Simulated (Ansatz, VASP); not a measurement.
**Two plane-wave programs on HfN**

```
CELL_PARAMETERS angstrom
0.00000 2.25076 2.25076
2.25076 0.00000 2.25076
2.25076 2.25076 0.00000
ATOMIC_POSITIONS crystal
Hf 0.00000 0.00000 0.00000
N 0.50000 0.50000 0.50000
```

Alike in both runs: functional PBEsol; k mesh 15 × 15 × 15; occupations fermi-dirac, width 0.08 eV; no spin polarisation.

Ansatz relaxed the structure, and its values are those at the end. VASP's run is a single point on that final structure, the one shown.

```csv
,VASP,Ansatz
version,VASP 6.6.1,Ansatz 0.2.0
potentials or method,"VASP PAW PBE potentials, release 64 (Hf_pv, N)","PAW with Ansatz's default frozen-core files, scalar-relativistic"
plane-wave cutoff (eV),520,420
valence electrons in the cell,15,31
```

```csv
,VASP,Ansatz,Ansatz less VASP
pressure (GPa),-2.1,0.0,+2.18
```

The two sets of potentials don't hold the same shells in valence.

Caveats: the PAW data sets were made with another functional, which shifts forces and pressure a little (VASP). The runs have no spin-orbit coupling, so splittings on Hf are missing.
